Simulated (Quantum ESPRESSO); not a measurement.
# Ni (Im-3m) in Quantum ESPRESSO: single point with PBEsol

Aim: the single point of Ni with PBEsol.

Program: Quantum ESPRESSO 7.5. These are calculated values, not measurements. Logs are shortened: lines on timing, memory, paths and dates and some standing lists are left out, and cuts for length are marked.

## Step 1: The structure

The structure is cubic, space group Im-3m (No. 229). The conventional cell has a = 2.767 Å, b = 2.767 Å, c = 2.767 Å, α = 90.00°, β = 90.00°, γ = 90.00°. Ni (site symmetry m-3m) has 8 Ni at 2.40 Å as nearest neighbours.

This isn't the form of Ni at room conditions, which is fcc.

## Step 2: Single point, PBEsol, collinear spin, ferromagnetic start

pw.in

```
&CONTROL
  calculation = 'scf'
  prefix = 'pwscf'
  outdir = './tmp'
  pseudo_dir = './pseudo'
  tprnfor = .true.
  tstress = .true.
  disk_io = 'low'
/
&SYSTEM
  ibrav = 0
  nat = 1
  ntyp = 1
  ecutwfc = 45
  ecutrho = 360
  nbnd = 18
  occupations = 'smearing'
  smearing = 'fd'
  degauss = 0.00367493
  nspin = 2
  starting_magnetization(1) = 0.0556
/
&ELECTRONS
  conv_thr = 2d-10
  electron_maxstep = 120
  mixing_beta = 0.3
/
ATOMIC_SPECIES
Ni    58.6934 ni_pbesol_v1.4.uspp.F.UPF
CELL_PARAMETERS angstrom
  -1.3837154700    1.3837154700    1.3837154700
   1.3837154700   -1.3837154700    1.3837154700
   1.3837154700    1.3837154700   -1.3837154700
ATOMIC_POSITIONS angstrom
Ni     0.0000000000    0.0000000000    0.0000000000
K_POINTS automatic
13 13 13 0 0 0
```

pp_density.in

```
&INPUTPP
  prefix = 'pwscf'
  outdir = './tmp'
  filplot = 'density.dat'
  plot_num = 0
/
&PLOT
  nfile = 1
  filepp(1) = 'density.dat'
  iflag = 3
  output_format = 6
  fileout = 'density.cube'
/
```

pp_potential.in

```
&INPUTPP
  prefix = 'pwscf'
  outdir = './tmp'
  filplot = 'potential.dat'
  plot_num = 11
/
&PLOT
  nfile = 1
  filepp(1) = 'potential.dat'
  iflag = 3
  output_format = 6
  fileout = 'potential.cube'
/
```

pp_spin.in

```
&INPUTPP
  prefix = 'pwscf'
  outdir = './tmp'
  filplot = 'spin.dat'
  plot_num = 6
/
&PLOT
  nfile = 1
  filepp(1) = 'spin.dat'
  iflag = 3
  output_format = 6
  fileout = 'spin.cube'
/
```

Potentials or basis: GBRV 1.5 PBEsol.

Started as:

```
$ OMP_NUM_THREADS=1 mpirun -n 2 pw.x -nk 2 -in pw.in > pw.out
$ OMP_NUM_THREADS=1 mpirun -n 1 pp.x -in pp_density.in > pp_density.out
$ OMP_NUM_THREADS=1 mpirun -n 1 pp.x -in pp_potential.in > pp_potential.out
$ OMP_NUM_THREADS=1 mpirun -n 1 pp.x -in pp_spin.in > pp_spin.out
```

pw.out:

```text
This program is part of the open-source Quantum ESPRESSO suite
     for quantum simulation of materials; please cite
[... 6 lines left out ...]
     using ibrav=0 with symmetry is DISCOURAGED, use correct ibrav instead

     K-points division:     npool     =       2
     Subspace diagonalization in iterative solution of the eigenvalue problem:
     a serial algorithm will be used

     G-vector sticks info
     --------------------
     sticks:   dense  smooth     PW     G-vecs:    dense   smooth      PW
     Sum         553     277     99                 8247     2899     627

     Using Slab Decomposition

     bravais-lattice index     =            0
     lattice parameter (alat)  =       4.5290  a.u.
     unit-cell volume          =      71.5150 (a.u.)^3
     number of atoms/cell      =            1
     number of atomic types    =            1
     number of electrons       =        18.00
     number of Kohn-Sham states=           18
     kinetic-energy cutoff     =      45.0000  Ry
     charge density cutoff     =     360.0000  Ry
     scf convergence threshold =      2.0E-10
     mixing beta               =       0.3000
     number of iterations used =            8  plain     mixing
     Exchange-correlation= SLA  PW   PSX  PSC
                           (   1   4  10   8   0   0   0)

     celldm(1)=   4.529041  celldm(2)=   0.000000  celldm(3)=   0.000000
     celldm(4)=   0.000000  celldm(5)=   0.000000  celldm(6)=   0.000000

     crystal axes: (cart. coord. in units of alat)
               a(1) = (  -0.577350   0.577350   0.577350 )
               a(2) = (   0.577350  -0.577350   0.577350 )
               a(3) = (   0.577350   0.577350  -0.577350 )

     reciprocal axes: (cart. coord. in units 2 pi/alat)
               b(1) = ( -0.000000  0.866025  0.866025 )
               b(2) = (  0.866025 -0.000000  0.866025 )
               b(3) = (  0.866025  0.866025  0.000000 )

     PseudoPot. # 1 for Ni read from file:
     ni_pbesol_v1.4.uspp.F.UPF
     Pseudo is Ultrasoft + core correction, Zval = 18.0
     Generated by new atomic code, or converted to UPF format
     Using radial grid of  865 points,  6 beta functions with:
                l(1) =   0
                l(2) =   0
                l(3) =   1
                l(4) =   1
                l(5) =   2
                l(6) =   2
     Q(r) pseudized with 10 coefficients,  rinner =    0.980   0.980   0.980
                                                       0.980   0.980

     atomic species   valence    mass     pseudopotential
     Ni               18.00    58.69340     Ni( 1.00)

     Starting magnetic structure
     atomic species   magnetization
     Ni              0.056

     48 Sym. Ops., with inversion, found

   Cartesian axes

     site n.     atom                  positions (alat units)
         1        Ni     tau(   1) = (   0.0000000   0.0000000   0.0000000  )

     number of k points=    84  Fermi-Dirac smearing, width (Ry)=  0.0037
                       cart. coord. in units 2pi/alat
        k(    1) = (   0.0000000   0.0000000   0.0000000), wk =   0.0004552
        k(    2) = (   0.0666173   0.0666173   0.0000000), wk =   0.0054620
        k(    3) = (   0.1332347   0.1332347   0.0000000), wk =   0.0054620
        k(    4) = (   0.1998520   0.1998520   0.0000000), wk =   0.0054620
        k(    5) = (   0.2664694   0.2664694   0.0000000), wk =   0.0054620
        k(    6) = (   0.3330867   0.3330867   0.0000000), wk =   0.0054620
[... 76 lines left out ...]
        k(   83) = (  -0.7994081  -0.0666173  -0.0666173), wk =   0.0036413
        k(   84) = (   0.0000000   0.0000000   0.7994081), wk =   0.0027310

     Dense  grid:     8247 G-vectors     FFT dimensions: (  27,  27,  27)

     Smooth grid:     2899 G-vectors     FFT dimensions: (  20,  20,  20)

     Check: negative core charge=   -0.000008
     Generating pointlists ...
     new r_m :   0.4125 (alat units)  1.8682 (a.u.) for type    1

     Initial potential from superposition of free atoms

     starting charge      16.0000, renormalised to      18.0000
     Starting wfcs are   13 randomized atomic wfcs +    5 random wfcs

     Self-consistent Calculation

     iteration #  1     ecut=    45.00 Ry     beta= 0.30
     Davidson diagonalization with overlap
     ethr =  1.00E-02,  avg # of iterations =  5.2

     total energy              =    -337.07352901 Ry
     estimated scf accuracy    <      30.44923031 Ry

     total magnetization       =     0.42 Bohr mag/cell
     absolute magnetization    =     0.42 Bohr mag/cell

     iteration #  2     ecut=    45.00 Ry     beta= 0.30
     Davidson diagonalization with overlap
     ethr =  1.00E-02,  avg # of iterations =  2.6

     total energy              =    -342.90121741 Ry
     estimated scf accuracy    <       0.86385670 Ry

     total magnetization       =     0.44 Bohr mag/cell
     absolute magnetization    =     0.51 Bohr mag/cell

     iteration #  3     ecut=    45.00 Ry     beta= 0.30
     Davidson diagonalization with overlap
     ethr =  4.80E-03,  avg # of iterations =  1.3

     total energy              =    -343.06792428 Ry
     estimated scf accuracy    <       0.04398835 Ry

     total magnetization       =     0.65 Bohr mag/cell
     absolute magnetization    =     0.70 Bohr mag/cell

     iteration #  4     ecut=    45.00 Ry     beta= 0.30
     Davidson diagonalization with overlap
     ethr =  2.44E-04,  avg # of iterations =  2.0

     total energy              =    -343.07588658 Ry
     estimated scf accuracy    <       0.01901046 Ry

     total magnetization       =     0.61 Bohr mag/cell
     absolute magnetization    =     0.67 Bohr mag/cell

     iteration #  5     ecut=    45.00 Ry     beta= 0.30
     Davidson diagonalization with overlap
     ethr =  1.06E-04,  avg # of iterations =  2.0

     total energy              =    -343.07977241 Ry
     estimated scf accuracy    <       0.00205037 Ry

     total magnetization       =     0.62 Bohr mag/cell
     absolute magnetization    =     0.69 Bohr mag/cell

     iteration #  6     ecut=    45.00 Ry     beta= 0.30
     Davidson diagonalization with overlap
     ethr =  1.14E-05,  avg # of iterations =  2.2

     total energy              =    -343.08034933 Ry
     estimated scf accuracy    <       0.00075770 Ry

     total magnetization       =     0.62 Bohr mag/cell
     absolute magnetization    =     0.68 Bohr mag/cell

     iteration #  7     ecut=    45.00 Ry     beta= 0.30
     Davidson diagonalization with overlap
     ethr =  4.21E-06,  avg # of iterations =  1.1

     total energy              =    -343.08042131 Ry
     estimated scf accuracy    <       0.00002344 Ry

     total magnetization       =     0.62 Bohr mag/cell
     absolute magnetization    =     0.68 Bohr mag/cell

     iteration #  8     ecut=    45.00 Ry     beta= 0.30
     Davidson diagonalization with overlap
     ethr =  1.30E-07,  avg # of iterations =  1.1

     total energy              =    -343.08042099 Ry
     estimated scf accuracy    <       0.00000623 Ry

     total magnetization       =     0.62 Bohr mag/cell
     absolute magnetization    =     0.68 Bohr mag/cell

     iteration #  9     ecut=    45.00 Ry     beta= 0.30
     Davidson diagonalization with overlap
     ethr =  3.46E-08,  avg # of iterations =  1.0

     total energy              =    -343.08042125 Ry
     estimated scf accuracy    <       0.00000068 Ry

     total magnetization       =     0.62 Bohr mag/cell
     absolute magnetization    =     0.68 Bohr mag/cell

     iteration # 10     ecut=    45.00 Ry     beta= 0.30
     Davidson diagonalization with overlap
     ethr =  3.77E-09,  avg # of iterations =  1.0

     total energy              =    -343.08042135 Ry
     estimated scf accuracy    <          8.1E-09 Ry

     total magnetization       =     0.62 Bohr mag/cell
     absolute magnetization    =     0.68 Bohr mag/cell

     iteration # 11     ecut=    45.00 Ry     beta= 0.30
     Davidson diagonalization with overlap
     ethr =  4.52E-11,  avg # of iterations =  2.0

     total energy              =    -343.08042136 Ry
     estimated scf accuracy    <          2.1E-10 Ry

     total magnetization       =     0.62 Bohr mag/cell
     absolute magnetization    =     0.68 Bohr mag/cell

     iteration # 12     ecut=    45.00 Ry     beta= 0.30
     Davidson diagonalization with overlap
     ethr =  1.18E-12,  avg # of iterations =  2.0

     Magnetic moment per site  (integrated on atomic sphere of radius R)
     atom   1 (R=0.412)  charge= 16.5168  magn=  0.6473

     End of self-consistent calculation

     Number of k-points >= 100: set verbosity='high' to print the bands.

     the Fermi energy is    18.1632 ev

!    total energy              =    -343.08042137 Ry
     estimated scf accuracy    <          1.3E-10 Ry
     smearing contrib. (-TS)   =      -0.00112345 Ry
     internal energy E=F+TS    =    -343.07929792 Ry

     The total energy is F=E-TS. E is the sum of the following terms:
     one-electron contribution =    -188.46567549 Ry
     hartree contribution      =     106.06038240 Ry
     xc contribution           =     -35.20893587 Ry
     ewald contribution        =    -225.46506897 Ry

     total magnetization       =     0.62 Bohr mag/cell
     absolute magnetization    =     0.68 Bohr mag/cell

     convergence has been achieved in  12 iterations

     Forces acting on atoms (cartesian axes, Ry/au):

     atom    1 type  1   force =     0.00000000    0.00000000    0.00000000

     Total force =     0.000000     Total SCF correction =     0.000000

     Computing stress (Cartesian axis) and pressure

          total   stress  (Ry/bohr**3)                   (kbar)     P=      -24.60
  -0.00016722  -0.00000000  -0.00000000          -24.60       -0.00       -0.00
  -0.00000000  -0.00016722  -0.00000000           -0.00      -24.60       -0.00
  -0.00000000  -0.00000000  -0.00016722           -0.00       -0.00      -24.60

=------------------------------------------------------------------------------=
   JOB DONE.
=------------------------------------------------------------------------------=
```

Run time: 9.2 s. Hardware: 2 MPI ranks of Arm Neoverse V2, shared host; peak memory 0.12 GiB.

What came out:

* Free energy: -4667.8469 eV
* Pressure: -2.5 GPa
* Band gap on the k mesh: none (metal or under the smearing width)
* Net moment: 0.62 μB per cell
* Absolute moment: 0.68 μB per cell
* Site moments: Ni +0.65 μB
* Valence electrons inside the program's atomic spheres: Ni 16.52

Levels at points of the mesh, in eV from the Fermi level:
Spin up:
| k point | band 5 | band 6 | band 7 | band 8 | band 9 | band 10 | band 11 | band 12 | band 13 | band 14 |
| --- | --- | --- | --- | --- | --- | --- | --- | --- | --- | --- |
| (0.00, 0.00, 0.00) | -9.24 | -2.43 | -2.43 | -2.43 | -1.01 | -1.01 | 26.42 | 26.42 | 26.42 | 31.40 |
Spin down:
```tsv
k point	band 5	band 6	band 7	band 8	band 9	band 10	band 11	band 12	band 13	band 14
(0.00, 0.00, 0.00)	-9.23	-1.71	-1.71	-1.71	-0.34	-0.34	26.34	26.34	26.34	31.40
```
